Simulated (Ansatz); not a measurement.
# Cs (hcp type): how the settings move a single-point run

Aim: see which settings change the result for Cs (hcp type), by how much, and at what cost.

Program: Ansatz 0.2.0. Level of theory: reference: DFT, PBE, PAW with Ansatz's default frozen-core files, scalar-relativistic. These are calculated values, not measurements.

**1. The starting structure**

The structure is hexagonal, space group P6_3/mmc (No. 194). The conventional cell has a = 5.540 Å, b = 5.540 Å, c = 8.967 Å, α = 90.00°, β = 90.00°, γ = 120.00°.

Structure file:

```
CELL_PARAMETERS angstrom
5.54035 0.00000 0.00000
-2.77018 4.79809 0.00000
0.00000 0.00000 8.96701
ATOMIC_POSITIONS crystal
Cs 0.33333 0.66667 0.25000
Cs 0.66667 0.33333 0.75000
```

**2. The reference run**

input.yaml reads:

```yaml
crystal:
  lattice:
    - [5.5403548584, 0.0, 0.0]
    - [-2.7701774292, 4.7980880534, 0.0]
    - [0.0, 0.0, 8.9670054016]
  atoms:
    - { symbol: Cs, position: [0.3333333333, 0.6666666667, 0.25] }
    - { symbol: Cs, position: [0.6666666667, 0.3333333333, 0.75] }
kpoints:
  mp_grid: { grid: [12, 12, 6] }
scf:
  occupations: { method: fermi_dirac, width: 0.05 }
hamiltonian:
  xc: pbe
  pseudopotentials: { kind: paw }
output:
  forces: true
  stress: true
  eigenvalues: true
  efg: { contact_densities: true }
  write_density: true
  write_potential: true
  elf: true
  volumetric_format: npy
```

The run is started by

```bash
$ ansatz run input.yaml --threads 1 --pin off --max-ram 2048MiB --backend cpu --events-out ev --progress --plain --runs-dir out
```

**3. Variant: xc rpbe, ecutwfc 33.1 Ry, spin_polarized true**

Edit input.yaml of step 2 so:

```diff
@@ -13,3 +13,3 @@
 hamiltonian:
-  xc: pbe
+  xc: rpbe
   pseudopotentials: { kind: paw }
@@ -20,5 +20,5 @@
   efg: { contact_densities: true }
-  write_density: true
-  write_potential: true
-  elf: true
-  volumetric_format: npy
+basis:
+  ecutwfc: "33.1 Ry"
+magnetization:
+  spin_polarized: true
```

What does the calculation give? Wanted: for each run, ending; energy change; pressure; gap; force.

As calculated:

```
                                             run     ending   energy change  pressure (GPa)  gap (eV)  force (eV/Å)  cycles  time
                                       reference  converged               -             0.0      0.00          0.00       6  12 s
1: xc rpbe, ecutwfc 33.1 Ry, spin_polarized true  converged  not comparable             0.2      0.00          0.00      11  19 s
```

Times don't compare one to one where runs were asked for different outputs or read a saved state (see the inputs); cycles may leave out searches for a lower state.

Residual by cycle in the longest SCF loop of each run; runs are numbered as in the table. The quantity is the density residual dr2, in eV.

```
cycle  reference    run 1
    1     5.8e-4   0.0356
    2     2.9e-4   0.0371
    3     7.6e-5   0.0273
    4     3.5e-6   0.0155
    5     1.5e-7  0.00167
    6     2.6e-8   5.4e-4
    7          -   2.8e-4
    8          -   6.0e-5
    9          -   1.1e-6
   10          -   2.0e-7
   11          -   3.8e-9
```

What this shows: A change of functional puts the total energy on another scale; pressure, gap, moments and forces, where computed, barely move.
